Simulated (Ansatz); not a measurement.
# Pd (Im-3m) in Ansatz: a series of runs

One crystal, Pd, is run at these levels: PBE0; tasks: single point, equation of state.

All numbers are computed with Ansatz 0.2.0; they aren't measurements. Logs are shortened: lines on timing, memory, paths and dates and some standing lists are left out, and cuts for length are marked.

### Step 1. The crystal as given

Symmetry: Im-3m, No. 229, cubic system. Conventional cell: a = 3.145 Å, b = 3.145 Å, c = 3.145 Å, α = 90.00°, β = 90.00°, γ = 90.00°. Pd (site symmetry m-3m) is surrounded by 8 Pd at 2.72 Å.

This isn't the form of Pd at room conditions, which is fcc.

### Step 2. Single point, PBE0, 14.61 Å³/atom (volume scaled by 0.94)

input.yaml

```yaml
crystal:
  lattice:
    - [-1.5401846266, 1.5401846266, 1.5401846266]
    - [1.5401846266, -1.5401846266, 1.5401846266]
    - [1.5401846266, 1.5401846266, -1.5401846266]
  atoms:
    - { symbol: Pd, position: [0.0, 0.0, 0.0] }
hamiltonian:
  xc: pbe0
  pseudopotentials: { kind: paw }
kpoints:
  mp_grid: { grid: [6, 6, 6] }
scf:
  occupations: { method: fermi_dirac, width: 0.05 }
output:
  forces: true
  stress: true
  eigenvalues: true
```

Potentials or basis: Ansatz PAW.

Started as:

```
$ ansatz run input.yaml --threads 2 --pin off --max-ram 5632MiB --backend cpu --events-out ev --progress --plain --runs-dir out
```

Output:

```text
Warning: output.stress: scf.convergence.dr2_threshold = 1e-7 eV (the SCF's general default) is looser than the 1e-10 eV advised for a printed stress (1e-10 eV for each atom of the cell: 1). What an SCF threshold leaves in a stress goes as its square root, and in the free energy as the threshold itself, and one threshold admits the most on a small cell: of the crystals measured, under no hybrid functional and no lock of the moments, on runs that ended without the residual-converged pass, on stresses that held no estimate of that error, the worst erred by over 100 MPa in a component at 1e-7 eV an atom and by under 5 at 1e-10. Set scf.convergence.dr2_threshold to 1e-10 eV or tighter. The threshold is an SCF's pass mark: one that does not reach it within its budget of iterations ends unconverged, or closes short of it on a stop that the run arms, and scf.convergence.dr2_threshold's page says what that costs each kind of run
Warning: output.stress: scf.exx.energy_threshold = 1e-6 eV is looser than the 1e-8 eV advised for a stress under a hybrid functional (1e-8 eV for each atom of the cell: 1). Every SCF of the exchange loop can meet its threshold on dr2 while the loop round them stops early: no threshold on dr2 bounds what that leaves in the stress. Set scf.exx.energy_threshold to 1e-8 eV or tighter. The threshold is the loop's pass mark: a loop that does not reach it within its budget of cycles ends unconverged, and scf.exx.energy_threshold's page has the law
Warning: RAYON_NUM_THREADS=2 ignored (pool sized by the plan → 2); use --threads N
Engine: ansatz 0.2.0, x86_64-unknown-linux-gnu
Pseudopotentials: kind: paw
Pseudopotential: Pd, paw, valence charge 18, recommended cutoff 420 eV (normal), Pd.paw.azcp
Functional definition: PBE0
  parameter a = 0.25
  parameter kappa = 0.804
  parameter beta = 0.06672455060314922
  exchange = (1 - a)*pbe_x(kappa = kappa, mu = beta*pi^2/3) + a*exact_x
  correlation = pbe_c(beta = beta)
Crystal: 1 atoms, lattice volume = 14.614 Å³
Basis set: ecut = 420 eV, 321 PW (Γ), exchange–correlation on 36×36×36 points (8 copies of the dense FFT grid, shifted against one another)
Bands: 13, of which v1, the nominal top of the filled ones, is band 9 counted from 1 (8 counted from 0)
Symmetry: 48 space group operations
Space group: Im-3m (ITA 229), of the structure as read, at distance tolerance 2.4e-5 Å
k-points: 16 of 216
Non-local potential: Pd, projectors of the file, l = 0: 2, l = 1: 2, l = 2: 2, l = 3: 1
PAW form: soft (Blöchl's): semilocal exchange-correlation on the pseudo side does not see the compensation charge
PAW frozen core: Pd, regenerated for the run's functional, and the local potential with it (the file was generated under x = pbe(κ = 0.804, μ = 0.2195149727645171), c = pbe(β = 0.06672455060314922))
PAW one-centre angular grid: Pd, 590 points (default); XC on 64 Gauss nodes
Initial density: superposition of atomic densities (neutral atoms: chi_scale 0, normalization atom), corrected by the library's trained network
Initial wavefunctions: pseudopotential atomic-orbital guess
Functional: x = pbe(κ = 0.804, μ = 0.2195149727645171), c = pbe(β = 0.06672455060314922), warm-up for x = 0.75 pbe(κ = 0.804, μ = 0.2195149727645171) + 0.25 exact, c = pbe(β = 0.06672455060314922)
SCF iter   1: F=—  HF=-6972.798461 eV  |F-HF|=—  |Δ(HF+E_count)|=         —  Δρ=4.86e-3  dr2=5.47e-4  ethr=1.77e-3  ⟨swp⟩=7.4  Hψ=908  notcnv=0
preconditioner: auto → none  [insulator: Δε(μ)=0.197 eV  Ē_g=14.286 eV  σ=0.050 eV  W_gap=0.73  n_scr=0 (ndim 8)  ℏωp=30.7 eV  f_vac=0.000  D(μ)=1.15/eV (n_scr^D=12)]
SCF iter   2: F=—  HF=-6972.798746 eV  |F-HF|=—  |Δ(HF+E_count)|=   2.85e-4  Δρ=2.33e-3  dr2=1.30e-4  ethr=3.04e-6  ⟨swp⟩=3.2  Hψ=498  notcnv=0  defer=1
SCF iter   3: F=—  HF=-6972.798850 eV  |F-HF|=—  |Δ(HF+E_count)|=   1.05e-4  Δρ=8.31e-4  dr2=7.13e-5  ethr=7.24e-7  ⟨swp⟩=3.0  Hψ=439  notcnv=0
iter 4 solved again at ethr=7.26e-10 eV; its pass at ethr=3.96e-7 eV (dr2=1.31e-7 eV) is discarded
SCF iter   4: F=—  HF=-6972.798833 eV  |F-HF|=—  |Δ(HF+E_count)|=   1.74e-5  Δρ=5.94e-5  dr2=1.32e-7  ethr=7.26e-10  ⟨swp⟩=3.0  Hψ=848  notcnv=0
SCF iter   5: F=—  HF=-6972.798833 eV  |F-HF|=—  |Δ(HF+E_count)|=   2.19e-7  Δρ=4.92e-6  dr2=1.77e-9  ethr=7.26e-10  ⟨swp⟩=3.0  Hψ=418  notcnv=0
SCF iter   6: F=-6972.798833 eV  HF=-6972.798833 eV  |F-HF|=3.64e-11  |Δ(HF+E_count)|=  3.55e-11  Δρ=9.08e-7  dr2=2.84e-11  ethr=9.83e-12  ⟨swp⟩=3.0  Hψ=394  notcnv=0
SCF 1 converged in 6 iterations: F = -6972.798833 eV  dr2 = 2.84e-11
Initial density: handed on by an earlier stage of this run
Initial wavefunctions: those handed on with the density
Functional: x = 0.75 pbe(κ = 0.804, μ = 0.2195149727645171) + 0.25 exact, c = pbe(β = 0.06672455060314922)
Frozen-core exchange: fock
iter 1 solved again at ethr=6.35e-5 eV; its pass at ethr=1.00e-1 eV (dr2=1.14e-2 eV) is discarded
SCF iter   1: F=—  HF=-6974.587992 eV  |F-HF|=—  |Δ(HF+E_count)|=         —  Δρ=1.15e-2  dr2=1.42e-2  ethr=6.35e-5  ⟨swp⟩=3.4  Hψ=887  notcnv=0
preconditioner: auto → none  [insulator: Δε(μ)=0.592 eV  Ē_g=16.905 eV  σ=0.050 eV  W_gap=0.92  n_scr=0 (ndim 8)  ℏωp=30.7 eV  f_vac=0.000  D(μ)=0.34/eV (n_scr^D=0)]
SCF iter   2: F=—  HF=-6974.583894 eV  |F-HF|=—  |Δ(HF+E_count)|=   4.10e-3  Δρ=5.26e-3  dr2=2.47e-3  ethr=6.35e-5  ⟨swp⟩=3.0  Hψ=479  notcnv=0
SCF iter   3: F=—  HF=-6974.583294 eV  |F-HF|=—  |Δ(HF+E_count)|=   5.99e-4  Δρ=2.01e-3  dr2=1.71e-3  ethr=6.33e-6  ⟨swp⟩=3.0  Hψ=472  notcnv=0
SCF iter   4: F=—  HF=-6974.583181 eV  |F-HF|=—  |Δ(HF+E_count)|=   1.13e-4  Δρ=9.19e-5  dr2=2.13e-7  ethr=1.28e-6  ⟨swp⟩=2.2  Hψ=355  notcnv=0
SCF iter   5: F=-6974.583181 eV  HF=-6974.583181 eV  |F-HF|=3.95e-9  |Δ(HF+E_count)|=   1.10e-7  Δρ=1.29e-5  dr2=5.91e-9  ethr=1.19e-9  ⟨swp⟩=3.2  Hψ=572  notcnv=0
SCF 2 converged in 5 iterations: F = -6974.583181 eV  dr2 = 5.91e-9
hybrid outer 1: dexx = +6.998e-3 eV, tail = 3.39e-3 eV
Frozen-core exchange: fock
SCF iter   1: F=—  HF=-6974.591420 eV  |F-HF|=—  |Δ(HF+E_count)|=         —  Δρ=2.23e-3  dr2=7.59e-4  ethr=9.41e-5  ⟨swp⟩=2.2  Hψ=419  notcnv=0
preconditioner: auto → none  [insulator: Δε(μ)=0.715 eV  Ē_g=16.880 eV  σ=0.050 eV  W_gap=0.92  n_scr=0 (ndim 8)  ℏωp=30.7 eV  f_vac=0.000  D(μ)=0.34/eV (n_scr^D=0)]
SCF iter   2: F=—  HF=-6974.591196 eV  |F-HF|=—  |Δ(HF+E_count)|=   2.24e-4  Δρ=2.05e-4  dr2=5.99e-5  ethr=3.65e-6  ⟨swp⟩=3.0  Hψ=397  notcnv=0
SCF iter   3: F=-6974.591423 eV  HF=-6974.591443 eV  |F-HF|=2.00e-5  |Δ(HF+E_count)|=   2.47e-4  Δρ=4.35e-4  dr2=2.97e-5  ethr=6.19e-9  ⟨swp⟩=3.9  Hψ=599  notcnv=0
SCF 3 stopped early in 3 iterations: F = -6974.591423 eV  dr2 = 2.97e-5
hybrid outer 2: dexx = +2.964e-4 eV, tail = 6.63e-5 eV, Δε = 7.49e-2 eV (about 1.31e-2 eV left of the loop's levels)
Frozen-core exchange: fock
SCF iter   1: F=—  HF=-6974.591351 eV  |F-HF|=—  |Δ(HF+E_count)|=         —  Δρ=1.54e-4  dr2=6.79e-6  ethr=1.72e-6  ⟨swp⟩=2.1  Hψ=418  notcnv=0
preconditioner: auto → none  [insulator: Δε(μ)=0.719 eV  Ē_g=16.870 eV  σ=0.050 eV  W_gap=0.92  n_scr=0 (ndim 8)  ℏωp=30.7 eV  f_vac=0.000  D(μ)=0.34/eV (n_scr^D=0)]
SCF iter   2: F=—  HF=-6974.591350 eV  |F-HF|=—  |Δ(HF+E_count)|=   1.09e-6  Δρ=1.83e-5  dr2=3.64e-6  ethr=1.89e-8  ⟨swp⟩=3.0  Hψ=415  notcnv=0
SCF iter   3: F=—  HF=-6974.591432 eV  |F-HF|=—  |Δ(HF+E_count)|=   8.19e-5  Δρ=7.50e-5  dr2=6.97e-7  ethr=4.11e-11  ⟨swp⟩=4.1  Hψ=696  notcnv=0
SCF iter   4: F=—  HF=-6974.591432 eV  |F-HF|=—  |Δ(HF+E_count)|=   2.10e-7  Δρ=8.20e-6  dr2=5.06e-8  ethr=4.11e-11  ⟨swp⟩=4.0  Hψ=601  notcnv=0
SCF iter   5: F=—  HF=-6974.591432 eV  |F-HF|=—  |Δ(HF+E_count)|=   2.82e-7  Δρ=1.35e-5  dr2=1.79e-8  ethr=1.85e-11  ⟨swp⟩=3.9  Hψ=508  notcnv=0
SCF iter   6: F=-6974.591432 eV  HF=-6974.591432 eV  |F-HF|=7.28e-12  |Δ(HF+E_count)|=   5.03e-9  Δρ=8.28e-7  dr2=1.96e-9  ethr=1.85e-11  ⟨swp⟩=3.0  Hψ=455  notcnv=0
SCF 4 converged in 6 iterations: F = -6974.591432 eV  dr2 = 1.96e-9
  Residual-converged pass: ⟨swp⟩=2.0  Hψ=328  notcnv=0  max |occ|·‖R‖ = 1.6e-6 eV (tolerance 2.4e-6 eV)  dr2=1.96e-9  dr2_onsite=2.13e-12  max |Δocc| = 1.5e-18
hybrid outer 3: dexx = +7.976e-7 eV, tail = 7.74e-9 eV, Δε = 8.77e-3 eV (about 2.15e-4 eV left of the loop's levels)
hybrid SCF converged: 3 outer / 14 inner (+6 warm-up), last move |dexx| = 7.98e-7 eV, tail = 7.74e-9 eV
Stability not checked: this state was not tested for a lower state beside it, because the functional holds exact exchange (a hybrid, or Hartree-Fock), whose exchange loop this test does not read (fock_operator; see scf.lower_state_search)
Free energy (F): -6974.591432 eV
Frozen-core exchange: fock
Harris-Foulkes:  -6974.591432 eV  (|F-HF|=7.28e-12)
Internal energy: -6974.588244 eV  (E = F + TS)
E sigma→0 (E₀):  -6974.589838 eV
Entropy (-TS):   -0.003188 eV (-3.188 meV/atom)
Fermi energy:    19.226822 eV
--- Per-component energies (eV) ---
  E_band       = -183.544540
  E_kinetic    = 516.088836
  E_local      = -1739.174875  (includes V_loc(G=0)·N_el)
  E_nonlocal   = 217.371915
  E_hartree    = 709.227857
  E_xc         = -130.608312
  E_vxc        = -163.678054  (∫ρ·V_xc dr)
  E_exx        = -78.228585  (= α·E_x^exact, valence–valence)
  E_paw        = -3712.739069  (= ΣΔE_a)
  E_vpaw       = -276.151127  (= ΣTr[D̂ρ^β])
  E_aug_tail   = 0.000230  (compensation charges beyond the density's cutoff)
  E_ewald      = -2755.966601
  E_core_change = -0.559640  (= ΣΔE_core)
  E_smearing   = -0.003188  (= −TS)
  E_closure    = -0.000000  (closes the sum)
  Σ components = -6974.591432   (vs F -6974.591432, Δ=9.09e-13)
--- Forces (eV/Å), atoms counted from 1 ---
  atom   1  Pd     0.00000000    -0.00000000     0.00000000
  max |Σ_I F_I| component: 5.59e-31 eV/Å
--- Stress (GPa, compression-positive) ---
        3.611957       0.000000      -0.000000
       -0.000000       3.611957       0.000000
       -0.000000       0.000000       3.611957
  P = ⅓ Tr σ = 3.6120 GPa (36.120 kbar)
--- Band table (eV; the first three rows and the last of 16) ---
  k-point 0: bands = ["-69.5447", "-33.6312", "-33.6312", "-33.6312", "11.3692", "15.3629", "15.3629", "15.3629", "17.3353", "17.3353", "40.3980", "40.3980", "40.3980"]
  k-point 1: bands = ["-69.5275", "-33.7645", "-33.6784", "-33.6347", "12.4590", "15.0045", "15.4237", "16.2219", "17.0474", "17.3933", "39.3946", "40.1520", "41.7378"]
  k-point 2: bands = ["-69.4904", "-34.0222", "-33.7690", "-33.6393", "13.1807", "14.3457", "17.1293", "17.5995", "17.8048", "18.4000", "33.7336", "37.5925", "42.0309"]
  k-point 15: bands = ["-69.4188", "-34.0223", "-34.0223", "-34.0223", "12.6880", "12.6880", "19.9282", "19.9282", "19.9282", "30.3563", "30.3563", "30.3563", "39.2169"]
```

It took 26 s on 2 threads of Intel Xeon at 2.50GHz (Skylake/Cascade Lake), shared host; peak memory 0.55 GiB.

What came out:

```
Free energy            : -6974.5914 eV
Pressure               : 3.6 GPa
Band gap on the k mesh : none (metal or under the smearing width)
```

Caveat: the k mesh is coarse (spacing up to 0.48 Å⁻¹), so the values aren't converged, least of all with exact exchange; the pressure holds a Pulay correction of +0.3 GPa for the finite cutoff; the PAW data sets come from PBE, with cores solved anew for the run's functional, which leaves a small shift of forces and pressure; the thresholds are loose for stress.

### Step 3. Single point, PBE0, 14.93 Å³/atom (volume scaled by 0.96)

input.yaml, as its differences from that of step 2:

```diff
@@ -2,5 +2,5 @@
   lattice:
-    - [-1.5401846266, 1.5401846266, 1.5401846266]
-    - [1.5401846266, -1.5401846266, 1.5401846266]
-    - [1.5401846266, 1.5401846266, -1.5401846266]
+    - [-1.5510313546, 1.5510313546, 1.5510313546]
+    - [1.5510313546, -1.5510313546, 1.5510313546]
+    - [1.5510313546, 1.5510313546, -1.5510313546]
   atoms:
```

Potentials or basis: Ansatz PAW.

Started as:

```
$ ansatz run input.yaml --threads 2 --pin off --max-ram 5632MiB --backend cpu --events-out ev --progress --plain --runs-dir out
```

It took 20 s on 2 threads of Intel Xeon at 2.50GHz (Skylake/Cascade Lake), shared host; peak memory 0.55 GiB.

Results (log left out):

```
Free energy            : -6974.5945 eV
Pressure               : -0.4 GPa
Band gap on the k mesh : none (metal or under the smearing width)
```

Caveat: the k mesh is coarse (spacing up to 0.48 Å⁻¹), so the values aren't converged, least of all with exact exchange; the PAW data sets come from PBE, with cores solved anew for the run's functional, which leaves a small shift of forces and pressure; the thresholds are loose for stress.

### Step 4. Single point, PBE0, 15.24 Å³/atom (volume scaled by 0.98)

input.yaml

```yaml
crystal:
  lattice:
    - [-1.5617284606, 1.5617284606, 1.5617284606]
    - [1.5617284606, -1.5617284606, 1.5617284606]
    - [1.5617284606, 1.5617284606, -1.5617284606]
  atoms:
    - { symbol: Pd, position: [0.0, 0.0, 0.0] }
hamiltonian:
  xc: pbe0
  pseudopotentials: { kind: paw }
kpoints:
  mp_grid: { grid: [6, 6, 6] }
scf:
  occupations: { method: fermi_dirac, width: 0.05 }
output:
  forces: true
  stress: true
  eigenvalues: true
  write_density: true
  write_potential: true
  elf: true
  volumetric_format: npy
```

Started as:

```
$ ansatz run input.yaml --threads 2 --pin off --max-ram 5632MiB --backend cpu --events-out ev --progress --plain --runs-dir out
```

It took 17 s on 2 threads of Intel Xeon at 2.50GHz (Skylake/Cascade Lake), shared host; peak memory 0.56 GiB.

It converged, with:

```yaml
Free_energy: -6974.5902 eV
Pressure: -3.9 GPa
Band_gap_on_the_k_mesh: none (metal or under the smearing width)
```

Caveat: the k mesh is coarse (spacing up to 0.47 Å⁻¹), so the values aren't converged, least of all with exact exchange; the PAW data sets come from PBE, with cores solved anew for the run's functional, which leaves a small shift of forces and pressure; the thresholds are loose for stress.

### Step 5. Single point, PBE0, 15.55 Å³/atom

input.yaml, as its differences from that of step 4:

```diff
@@ -2,5 +2,5 @@
   lattice:
-    - [-1.5617284606, 1.5617284606, 1.5617284606]
-    - [1.5617284606, -1.5617284606, 1.5617284606]
-    - [1.5617284606, 1.5617284606, -1.5617284606]
+    - [-1.572281, 1.572281, 1.572281]
+    - [1.572281, -1.572281, 1.572281]
+    - [1.572281, 1.572281, -1.572281]
   atoms:
```

Started as:

```
$ ansatz run input.yaml --threads 2 --pin off --max-ram 5632MiB --backend cpu --events-out ev --progress --plain --runs-dir out
```

Run time: 12 s. Hardware: 2 threads of Intel Xeon at 2.50GHz (Skylake/Cascade Lake), shared host; peak memory 0.57 GiB.

Results (log left out):

```
Free energy            : -6974.5797 eV
Pressure               : -7.0 GPa
Band gap on the k mesh : none (metal or under the smearing width)
```

Caveat: the k mesh is coarse (spacing up to 0.47 Å⁻¹), so the values aren't converged, least of all with exact exchange; the PAW data sets come from PBE, with cores solved anew for the run's functional, which leaves a small shift of forces and pressure; the thresholds are loose for stress.

### Step 6. Single point, PBE0, 15.86 Å³/atom (volume scaled by 1.02)

input.yaml

```yaml
crystal:
  lattice:
    - [-1.5826937604, 1.5826937604, 1.5826937604]
    - [1.5826937604, -1.5826937604, 1.5826937604]
    - [1.5826937604, 1.5826937604, -1.5826937604]
  atoms:
    - { symbol: Pd, position: [0.0, 0.0, 0.0] }
hamiltonian:
  xc: pbe0
  pseudopotentials: { kind: paw }
kpoints:
  mp_grid: { grid: [6, 6, 6] }
scf:
  occupations: { method: fermi_dirac, width: 0.05 }
output:
  forces: true
  stress: true
  eigenvalues: true
```

Potentials or basis: Ansatz PAW.

Started as:

```
$ ansatz run input.yaml --threads 2 --pin off --max-ram 5632MiB --backend cpu --events-out ev --progress --plain --runs-dir out
```

It took 12 s on 2 threads of Intel Xeon at 2.50GHz (Skylake/Cascade Lake), shared host; peak memory 0.56 GiB.

Results (log left out):

```
Free energy            : -6974.5634 eV
Pressure               : -9.7 GPa
Band gap on the k mesh : none (metal or under the smearing width)
```

Caveat: the k mesh is coarse (spacing up to 0.47 Å⁻¹), so the values aren't converged, least of all with exact exchange; the PAW data sets come from PBE, with cores solved anew for the run's functional, which leaves a small shift of forces and pressure; the thresholds are loose for stress.

### Step 7. Single point, PBE0, 16.17 Å³/atom (volume scaled by 1.04)

input.yaml, as its differences from that of step 6:

```diff
@@ -2,5 +2,5 @@
   lattice:
-    - [-1.5826937604, 1.5826937604, 1.5826937604]
-    - [1.5826937604, -1.5826937604, 1.5826937604]
-    - [1.5826937604, 1.5826937604, -1.5826937604]
+    - [-1.5929712806, 1.5929712806, 1.5929712806]
+    - [1.5929712806, -1.5929712806, 1.5929712806]
+    - [1.5929712806, 1.5929712806, -1.5929712806]
   atoms:
```

Started as:

```
$ ansatz run input.yaml --threads 2 --pin off --max-ram 5632MiB --backend cpu --events-out ev --progress --plain --runs-dir out
```

It took 15 s on 2 threads of Intel Xeon at 2.50GHz (Skylake/Cascade Lake), shared host; peak memory 0.56 GiB.

The run converged. Its results:

| Property | Result |
| --- | --- |
| Free energy | -6974.5424 eV |
| Pressure | -12.0 GPa |
| Band gap on the k mesh | none (metal or under the smearing width) |

Caveat: the k mesh is coarse (spacing up to 0.46 Å⁻¹), so the values aren't converged, least of all with exact exchange; the PAW data sets come from PBE, with cores solved anew for the run's functional, which leaves a small shift of forces and pressure; the thresholds are loose for stress.

### Step 8. Single point, PBE0, 16.48 Å³/atom (volume scaled by 1.06)

input.yaml, as its differences from that of step 7:

```diff
@@ -2,5 +2,5 @@
   lattice:
-    - [-1.5929712806, 1.5929712806, 1.5929712806]
-    - [1.5929712806, -1.5929712806, 1.5929712806]
-    - [1.5929712806, 1.5929712806, -1.5929712806]
+    - [-1.6031178681, 1.6031178681, 1.6031178681]
+    - [1.6031178681, -1.6031178681, 1.6031178681]
+    - [1.6031178681, 1.6031178681, -1.6031178681]
   atoms:
```

Started as:

```
$ ansatz run input.yaml --threads 2 --pin off --max-ram 5632MiB --backend cpu --events-out ev --progress --plain --runs-dir out
```

Run time: 16 s. Hardware: 2 threads of Intel Xeon at 2.50GHz (Skylake/Cascade Lake), shared host; peak memory 0.59 GiB.

Results (log left out):

```yaml
Free_energy: -6974.5172 eV
Pressure: -13.9 GPa
Band_gap_on_the_k_mesh: none (metal or under the smearing width)
```

Caveat: the k mesh is coarse (spacing up to 0.46 Å⁻¹), so the values aren't converged, least of all with exact exchange; the PAW data sets come from PBE, with cores solved anew for the run's functional, which leaves a small shift of forces and pressure; the thresholds are loose for stress.

### Step 9. Equation of state, PBE0

Potentials or basis: Ansatz PAW.

This step only gathers the single runs of the series.

What came out:

```yaml
Equilibrium_volume: 14.89 Å³/atom
Bulk_modulus: 182 GPa
Pressure_derivative_of_the_bulk_modulus: 5.5
```

Energy against volume, from the lowest point:
```
volume (Å³/atom)  energy (meV/atom)
          14.614               3.06
          14.925               0.00
          15.236               4.27
          15.547              14.82
          15.858              31.05
          16.169              52.09
          16.480              77.31
```

Caveat: the k mesh is coarse (spacing up to 0.47 Å⁻¹), so the values aren't converged, least of all with exact exchange; the PAW data sets were made with another functional, which shifts forces and pressure a little.
